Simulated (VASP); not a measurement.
Input of a VASP 6.6.1 run:

INCAR

```
PREC = Accurate
ENCUT = 550
EDIFF = 1E-6
ISMEAR = -1
SIGMA = 0.05
LREAL = False
LASPH = True
NELM = 60
ALGO = Normal
ISIF = 2
LWAVE = False
LCHARG = False
GGA = PE
```

Contents of KPOINTS:

```
regular mesh
0
Gamma
  8 8 8
```

The input POSCAR:

```
InAs
1.0
    0.0000000000      3.0180000000      3.0180000000
    3.0180000000      0.0000000000      3.0180000000
    3.0180000000      3.0180000000      0.0000000000
In As
1 1
Direct
    0.0000000000      0.0000000000      0.0000000000
    0.7500000000      0.7500000000      0.7500000000
```

File KPOINTS_OPT:

```
path GXWKGLUWLK,UX
20
line-mode
reciprocal
 0.0000000000  0.0000000000  0.0000000000  G
 0.5000000000  0.0000000000  0.5000000000  X

 0.5000000000  0.0000000000  0.5000000000  X
 0.5000000000  0.2500000000  0.7500000000  W

 0.5000000000  0.2500000000  0.7500000000  W
 0.3750000000  0.3750000000  0.7500000000  K

 0.3750000000  0.3750000000  0.7500000000  K
 0.0000000000  0.0000000000  0.0000000000  G

 0.0000000000  0.0000000000  0.0000000000  G
 0.5000000000  0.5000000000  0.5000000000  L

 0.5000000000  0.5000000000  0.5000000000  L
 0.6250000000  0.2500000000  0.6250000000  U

 0.6250000000  0.2500000000  0.6250000000  U
 0.5000000000  0.2500000000  0.7500000000  W

 0.5000000000  0.2500000000  0.7500000000  W
 0.5000000000  0.5000000000  0.5000000000  L

 0.5000000000  0.5000000000  0.5000000000  L
 0.3750000000  0.3750000000  0.7500000000  K

 0.6250000000  0.2500000000  0.6250000000  U
 0.5000000000  0.0000000000  0.5000000000  X
```

Potentials or basis: VASP PAW PBE potentials, release 64 (In_d_GW, As_GW).

Command:

```bash
$ cat potpaw_PBE.64/In_d_GW/POTCAR potpaw_PBE.64/As_GW/POTCAR > POTCAR
$ mpirun -np 1 vasp_std > vasp.out
```

Problem. Predict the pressure.

Solution. 4.3 GPa.

Problem. What does it give for the band gap along the path?

Solution. None (metal or under the smearing width).

Levels at the corners of the path, in eV from the Fermi level:
| point | band 6 | band 7 | band 8 | band 9 | band 10 | band 11 | band 12 | band 13 |
| --- | --- | --- | --- | --- | --- | --- | --- | --- |
| Γ | -11.95 | -0.22 | -0.05 | -0.05 | -0.05 | 3.86 | 3.86 | 3.86 |
| X | -9.91 | -5.91 | -2.39 | -2.39 | 1.49 | 2.01 | 9.20 | 9.26 |
| X | -9.91 | -5.91 | -2.39 | -2.39 | 1.49 | 2.01 | 9.22 | 9.26 |
| W | -9.86 | -5.77 | -3.02 | -2.94 | 4.19 | 4.25 | 4.96 | 6.03 |
| W | -9.86 | -5.77 | -3.02 | -2.94 | 4.19 | 4.25 | 4.96 | 6.03 |
| K | -9.93 | -5.77 | -3.34 | -2.01 | 2.06 | 4.24 | 7.31 | 7.44 |
| K | -9.93 | -5.77 | -3.34 | -2.01 | 2.06 | 4.24 | 7.29 | 7.38 |
| Γ | -11.95 | -0.22 | -0.05 | -0.05 | -0.05 | 3.86 | 3.86 | 3.86 |
| Γ | -11.95 | -0.22 | -0.05 | -0.05 | -0.05 | 3.86 | 3.86 | 3.86 |
| L | -10.46 | -5.84 | -1.04 | -1.04 | 0.92 | 4.63 | 4.63 | 6.82 |
| L | -10.46 | -5.84 | -1.04 | -1.04 | 0.92 | 4.63 | 4.63 | 6.82 |
| U | -9.93 | -5.77 | -3.34 | -2.01 | 2.06 | 4.24 | 7.28 | 7.40 |
| U | -9.93 | -5.77 | -3.34 | -2.01 | 2.06 | 4.24 | 7.30 | 7.39 |
| W | -9.86 | -5.77 | -3.02 | -2.94 | 4.19 | 4.25 | 4.96 | 6.03 |
| W | -9.86 | -5.77 | -3.02 | -2.94 | 4.19 | 4.25 | 4.96 | 6.03 |
| L | -10.46 | -5.84 | -1.04 | -1.04 | 0.92 | 4.63 | 4.63 | 6.82 |
| L | -10.46 | -5.84 | -1.04 | -1.04 | 0.92 | 4.63 | 4.63 | 6.82 |
| K | -9.93 | -5.77 | -3.34 | -2.01 | 2.06 | 4.24 | 7.30 | 7.42 |
| U | -9.93 | -5.77 | -3.34 | -2.01 | 2.06 | 4.24 | 7.28 | 7.39 |
| X | -9.91 | -5.91 | -2.39 | -2.39 | 1.49 | 2.01 | 9.23 | 9.26 |

Caveat: spin-orbit coupling is left out, which moves the levels of the heavy elements; this crystal is a semiconductor, whose small gap the functional closes, so the metal is an error of the method.

**Experimental background.**

A printed reference work, data compilation reports, for a bulk crystal of InAs at 4.2 K: band gap 0.418 eV (direct).

Measured gap of InAs: 0.418 eV (direct; 4.2 K; a printed reference work, data compilation). This calculation gives 0.00 eV (-0.42 eV). Spin-orbit coupling on As, In is left out. The value is that of PBE, without temperature or zero-point motion. Semilocal functionals fall short of measured gaps as a rule.
